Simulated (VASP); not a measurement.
# Ir (Im-3m) in VASP: a series of runs, part 2 of 2

VASP 6.6.1.

**4. Single point, PBEsol**

This run uses another cell than the first one: it holds 2 atoms, not 1.

File INCAR:

```
PREC = Accurate
ENCUT = 520
EDIFF = 1E-6
ISMEAR = 0
SIGMA = 0.1
LREAL = False
LASPH = True
NELM = 100
ALGO = Fast
ISIF = 2
LWAVE = False
LCHARG = True
GGA = PS
LELF = True
LVHAR = True
NBANDS = 16
```

File KPOINTS:

```
regular mesh
0
Gamma
  14 14 14
```

File POSCAR:

```
Ir
1.0
    0.0000000000      2.7525543922      2.7525543922
    2.7525543922      0.0000000000      2.7525543922
    2.7525543922      2.7525543922      0.0000000000
Ir
2
Direct
    0.0000000000      0.0000000000      0.0000000000
    0.2500000000      0.2500000000      0.2500000000
```

Potentials or basis: VASP PAW PBE potentials, release 64 (Ir).

Launch:

```sh
cat potpaw_PBE.64/Ir/POTCAR > POTCAR
mpirun -np 1 vasp_std > vasp.out
```

OUTCAR:

```text
PREC = Accurate
   ENCUT = 520
   EDIFF = 1E-6
   ISMEAR = 0
   LREAL = False
   LASPH = True
   NELM = 100
   ISIF = 2
   GGA = PS

 ion  position               nearest neighbor table
   1  0.000  0.000  0.000-   2 2.38   2 2.38   2 2.38   2 2.38
   2  0.250  0.250  0.250-   1 2.38   1 2.38   1 2.38   1 2.38

  LATTYP: Found a face centered cubic cell.
 ALAT       =     5.5051087844

  Lattice vectors:

 A1 = (   0.0000000000,   2.7525543922,   2.7525543922)
 A2 = (   2.7525543922,   0.0000000000,   2.7525543922)
 A3 = (   2.7525543922,   2.7525543922,   0.0000000000)

Analysis of symmetry for initial positions (statically):
=====================================================================
 Subroutine PRICEL returns:
 Original cell was already a primitive cell.

 Routine SETGRP: Setting up the symmetry group for a
 face centered cubic supercell.

 Subroutine GETGRP returns: Found 48 space group operations
 (whereof 24 operations were pure point group operations)
 out of a pool of 48 trial point group operations.

The static configuration has the point symmetry T_d .
 The point group associated with its full space group is O_h .

Analysis of symmetry for dynamics (positions and initial velocities):
=====================================================================
 Subroutine PRICEL returns:
 Original cell was already a primitive cell.

 Routine SETGRP: Setting up the symmetry group for a
 face centered cubic supercell.

 Subroutine GETGRP returns: Found 48 space group operations
 (whereof 24 operations were pure point group operations)
 out of a pool of 48 trial point group operations.

The dynamic configuration has the point symmetry T_d .
 The point group associated with its full space group is O_h .

 Subroutine INISYM returns: Found 48 space group operations
 (whereof 24 operations are pure point group operations),
 and found     1 'primitive' translations

----------------------------------------------------------------------------------------

                                     Primitive cell

  volume of cell :      41.7098

  direct lattice vectors                    reciprocal lattice vectors
     0.000000000  2.752554392  2.752554392    -0.181649453  0.181649453  0.181649453
     2.752554392  0.000000000  2.752554392     0.181649453 -0.181649453  0.181649453
     2.752554392  2.752554392  0.000000000     0.181649453  0.181649453 -0.181649453

  length of vectors
     3.892699753  3.892699753  3.892699753     0.314626082  0.314626082  0.314626082

  position of ions in fractional coordinates (direct lattice)
     0.000000000  0.000000000  0.000000000
     0.250000000  0.250000000  0.250000000

  ion indices of the primitive-cell ions
   primitive index   ion index
                 1           1
                 2           2

----------------------------------------------------------------------------------------

 KPOINTS: regular mesh

Automatic generation of k-mesh.
 Grid dimensions read from file:
 generate k-points for:   14   14   14

 Generating k-lattice:

  Cartesian coordinates                     Fractional coordinates (reciprocal lattice)
    -0.012974961  0.012974961  0.012974961     0.071428571  0.000000000  0.000000000
     0.012974961 -0.012974961  0.012974961     0.000000000  0.071428571  0.000000000
     0.012974961  0.012974961 -0.012974961     0.000000000  0.000000000  0.071428571

  Length of vectors
     0.022473292  0.022473292  0.022473292

  Shift w.r.t. Gamma in fractional coordinates (k-lattice)
     0.000000000  0.000000000  0.000000000

 Subroutine IBZKPT returns following result:
 ===========================================

 Found    104 irreducible k-points:

 Following reciprocal coordinates:
            Coordinates               Weight
  0.000000  0.000000  0.000000      1.000000
  0.071429  0.000000  0.000000      8.000000
  0.142857  0.000000  0.000000      8.000000
  0.214286  0.000000  0.000000      8.000000
  0.285714  0.000000  0.000000      8.000000
  0.357143  0.000000  0.000000      8.000000
[... 16 lines left out ...]
  0.214286  0.142857  0.000000     24.000000
  0.285714  0.142857  0.000000     24.000000
 [... further k-points ...]
   k-points           NKPTS =    104   k-points in BZ     NKDIM =    104   number of bands    NBANDS=     16
   number of dos      NEDOS =    301   number of ions     NIONS =      2
   total plane-waves  NPLWV =  27000
   dimension x,y,z NGX =    30 NGY =   30 NGZ =   30
   dimension x,y,z NGXF=    60 NGYF=   60 NGZF=   60
   ions per type =               2
   NGX,Y,Z   is equivalent  to a cutoff of  12.81, 12.81, 12.81 a.u.
   NGXF,Y,Z  is equivalent  to a cutoff of  25.62, 25.62, 25.62 a.u.
 SYSTEM =  unknown system
   PREC   = accura    normal or accurate (medium, high low for compatibility)
   ISTART =      0    job   : 0-new  1-cont  2-samecut
   ICHARG =      2    charge: 1-file 2-atom 10-const
   ISPIN  =      1    spin polarized calculation?
   LNONCOLLINEAR =      F non collinear calculations
   LSORBIT =      F    spin-orbit coupling
   LASPH  =      T    aspherical Exc in radial PAW
   ENCUT  =  520.0 eV  38.22 Ry    6.18 a.u.   7.24  7.24  7.24*2*pi/ulx,y,z
   NELM   =    100;   NELMIN=  2; NELMDL= -5     # of ELM steps
   EDIFF  = 0.1E-05   stopping-criterion for ELM
   LREAL  =      F    real-space projection
   EDIFFG = 0.1E-04   stopping-criterion for IOM
   NSW    =      0    number of steps for IOM
   IBRION =     -1    ionic relax: 0-MD 1-quasi-New 2-CG
   NFREE  =      0    steps in history (QN), initial steepest desc. (CG)
   ISIF   =      2    stress and relaxation
   ISYM   =      2    0-nonsym 1-usesym 2-fastsym
   POTIM  = 0.5000    time-step for ionic-motion
   TEBEG  =    0.0;   TEEND  =   0.0 temperature during run
   PSTRESS=    0.0 pullay stress
   NELECT =      18.0000    total number of electrons
   NUPDOWN=      -1.0000    fix difference up-down
   EMIN   =  10.00;   EMAX   =-10.00  energy-range for DOS
   EFERMI =   0.00;   METHOD = LEGACY
   ISMEAR =     0;   SIGMA  =   0.10  broadening in eV -4-tet -1-fermi 0-gaus
   EFERMI_NEDOS =   21; number of points for ismear=-14 and -15
   IALGO  =     68    algorithm
   IMIX   =      4    mixing-type and parameters
     AMIX     =   0.40;   BMIX     =  1.00
     AMIX_MAG =   1.60;   BMIX_MAG =  1.00
  volume/ion in A,a.u.               =      20.85       140.74
  Fermi-wavevector in a.u.,A,eV,Ry     =   1.237143  2.337861 20.824013  1.530522
  Thomas-Fermi vector in A             =   2.371722
   LORBIT       =      0    0 simple, 1 ext, 2 COOP (PROOUT), +10 PAW based schemes
   GGA     = PS    functional components
   LHFCALC =     F    Hartree Fock is set to
   AEXX    =    0.0000 exact exchange contribution
   IVDW    =     0    specifies the selected vdW correction
   LEPSILON=     F    determine dielectric tensor
   LRPA    =     F    only Hartree local field effects (RPA)
 non-spin polarized calculation
 RMM-DIIS sequential band-by-band and
 Gauss-broadening in eV      SIGMA  =   0.10
  energy-cutoff  :      520.00
  volume of cell :       41.71
 maximum number of plane-waves:      1158
 NGX is ok and might be reduce to    30

 number of electron      18.0000002 magnetization

 Free energy of the ion-electron system (eV)
  ---------------------------------------------------
  ext. energy  EPLUGINS =         0.00000000
  ---------------------------------------------------
  free energy    TOTEN  =       -17.25597076 eV

  energy without entropy =      -17.24587394  energy(sigma->0) =      -17.25092235

 E-fermi :   5.4045     XC(G=0): -11.5111

 val. band max:        5.4015800779   @ k =  -0.1429   0.2143   0.0714
 cond. band min:       5.4112926633   @ k =   0.4286   0.1429   0.0714
 fundamental gap:      0.0097125855
 Fermi energy:         5.4045375328

 k-point     1 :       0.0000    0.0000    0.0000
  band No.  band energies     occupation
      1      -2.8591      2.00000
      2       0.1396      2.00000
      3       0.1396      2.00000
      4       0.5702      2.00000
      5       0.5702      2.00000
      6       0.5702      2.00000
[... 8 lines left out ...]
     15      17.9623      0.00000
     16      17.9623      0.00000
[... 419 lines left out ...]
 k-point    24 :       0.2857    0.1429    0.0000
  band No.  band energies     occupation
      1      -1.6170      2.00000
      2      -0.5041      2.00000
      3       0.3793      2.00000
      4       0.4388      2.00000
      5       0.7590      2.00000
      6       1.4885      2.00000
[... 8 lines left out ...]
     15      15.3712      0.00000
     16      17.6353      0.00000

 [... further k-points ...]
[... 5 lines left out ...]
  --------------------------------------------------------------------------------------
  -------------------------------------------------------------------------------------
  Total       -0.0466531     -0.0466531     -0.0466531     -0.0000000      0.0000000      0.0000000
  in kB       -1.7920647     -1.7920647     -1.7920647     -0.0000000      0.0000000      0.0000000
  external PRESSURE =      -1.7920647 kB  Pullay stress =       0.0000000 kB

 VOLUME and BASIS-vectors are now :
 -----------------------------------------------------------------------------
  energy-cutoff  :      520.00
  volume of cell :       41.71
      direct lattice vectors                 reciprocal lattice vectors
     0.000000000  2.752554392  2.752554392    -0.181649453  0.181649453  0.181649453
     2.752554392  0.000000000  2.752554392     0.181649453 -0.181649453  0.181649453
     2.752554392  2.752554392  0.000000000     0.181649453  0.181649453 -0.181649453

 POSITION                                       TOTAL-FORCE (eV/Angst)
 -----------------------------------------------------------------------------------
      0.00000      0.00000      0.00000        -0.000000     -0.000000     -0.000000
      1.37628      1.37628      1.37628         0.000000      0.000000      0.000000
 -----------------------------------------------------------------------------------
    total drift:                                0.000000      0.000000     -0.000000

  FREE ENERGIE OF THE ION-ELECTRON SYSTEM (eV)
  ---------------------------------------------------
  free  energy   TOTEN  =       -17.2559707556 eV

  energy  without entropy=      -17.2458739378  energy(sigma->0) =      -17.25092235
```

stdout:

```text
POSCAR found type information on POSCAR Ir
 POSCAR found :  1 types and       2 ions
 scaLAPACK will be used
 -----------------------------------------------------------------------------
|                                                                             |
|                                                                             |
|     You enforced a specific xc type in the INCAR file but a different       |
|     I HOPE YOU KNOW WHAT YOU ARE DOING!                                     |
|                                                                             |
 -----------------------------------------------------------------------------

 LDA part: xc-table for (Slater+PW92), standard interpolation
 POSCAR, INCAR and KPOINTS ok, starting setup
 FFT: planning ... GRIDC
 FFT: planning ... GRID_SOFT
 FFT: planning ... GRID
 WAVECAR not read
 entering main loop
```

Wall time 79 s (1 thread of Intel Xeon Platinum 8259CL at 2.50GHz (Skylake/Cascade Lake), shared host); peak memory 0.21 GiB.

What came out:

* Free energy: -17.2560 eV
* Pressure: -0.2 GPa
* Band gap on the k mesh: none (metal or under the smearing width)

Levels at points of the mesh, in eV from the Fermi level:
```csv
k point,band 7,band 8,band 9,band 10,band 11,band 12
"(0.00, 0.00, 0.00)",-1.82,-1.82,-1.82,0.87,0.87,10.92
"(0.50, 0.00, 0.00)",-2.09,-1.02,-1.02,0.28,0.28,1.49
"(0.50, 0.50, 0.00)",-2.56,-2.56,0.61,0.61,2.02,2.02
```

Caveat: the PAW data sets were made with another functional, which shifts forces and pressure a little. Spin-orbit coupling is left out, which matters for the levels of Ir.

**5. Relaxation of cell and atoms, PBEsol**

This run uses another cell than the first one: it holds 2 atoms, not 1.

File INCAR:

```
SYSTEM = Ir
ALGO = Normal
EDIFF = 1E-7
EDIFFG = -0.01
ENCUT = 600
GGA = PS
IBRION = 2
ISIF = 3
ISMEAR = 0
LASPH = .TRUE.
LCHARG = .FALSE.
LREAL = .FALSE.
LWAVE = .FALSE.
NELM = 100
NSW = 100
PREC = Accurate
SIGMA = 0.1
```

File KPOINTS:

```
k-points
0
G
  14 14 14
  0 0 0
```

File POSCAR:

```
Ir
1.0
    0.0000000000      2.7545089018      2.7545089018
    2.7545089018      0.0000000000      2.7545089018
    2.7545089018      2.7545089018      0.0000000000
Ir
2
Direct
    0.0000000000      0.0000000000      0.0000000000
    0.2500000000      0.2500000000      0.2500000000
```

Launch:

```sh
cat potpaw_PBE.64/Ir/POTCAR > POTCAR
mpirun -np 1 vasp_std > vasp.out
```

Run time: 76 s. Hardware: 1 thread of Intel Xeon Platinum 8259CL at 2.50GHz (Skylake/Cascade Lake), shared host; peak memory 0.22 GiB.

The run converged. Its results:

| Quantity | Value |
| --- | --- |
| Free energy | -17.2559 eV |
| Relaxed volume | 20.83 Å³/atom |
| Relaxed cell | a = 3.891 Å, b = 3.891 Å, c = 3.891 Å, α = 60.00°, β = 60.00°, γ = 60.00° |
| Space group after relaxing (to 0.05 Å) | Fd-3m (No. 227) |
| Energy gained by relaxing | 0.2 meV/atom |
| Ionic steps | 3 |
| Pressure after relaxing | 0.0 GPa |
| Band gap on the k mesh | none (metal or under the smearing width) |

The path:
```
step  energy change (eV)  largest force (eV/Å)  pressure (GPa)  volume (Å³)
   1              0.0000                0.0000           -0.71        41.80
   2              0.0023                0.0000            2.08        41.24
   3             -0.0003                0.0000            0.00        41.65
```

Final structure:
```xyz
2
Lattice="0.0000 2.7513 2.7513 2.7513 0.0000 2.7513 2.7513 2.7513 0.0000" Properties=species:S:1:pos:R:3 pbc="T T T"
Ir    0.0000    0.0000    0.0000
Ir    1.3756    1.3756    1.3756
```

Levels at points of the mesh, in eV from the Fermi level:
| k point | band 7 | band 8 | band 9 | band 10 | band 11 | band 12 |
| --- | --- | --- | --- | --- | --- | --- |
| (0.00, 0.00, 0.00) | -1.83 | -1.83 | -1.83 | 0.87 | 0.87 | 10.92 |
| (0.50, 0.00, 0.00) | -2.10 | -1.02 | -1.02 | 0.28 | 0.28 | 1.50 |
| (0.50, 0.50, 0.00) | -2.57 | -2.57 | 0.61 | 0.61 | 2.02 | 2.02 |

Caveat: the PAW data sets were made with another functional, which shifts forces and pressure a little.

**6. Overview**

```tsv
task	cell	k mesh	cutoff (eV)	gap on the mesh (eV)	pressure (GPa)	relaxed volume (Å³/atom)
single point	Im-3m, 14.56 Å³/atom	20 × 20 × 20	520	none	0.9	-
relaxation of cell and atoms	relaxed	20 × 20 × 20	600	none	0.0	14.59
single point	Fd-3m, 20.85 Å³/atom	14 × 14 × 14	520	none	-0.2	-
relaxation of cell and atoms	relaxed	14 × 14 × 14	600	none	0.0	20.83
```

Alike in all rows: level PBEsol; potentials or basis VASP PAW PBE potentials, release 64 (Ir); no spin polarisation; smearing gaussian 0.1 eV.

Caveats: the PAW data sets were made with another functional, which shifts forces and pressure a little.

Total energies depend on the potentials used, so only differences within one code and one set of settings carry meaning.
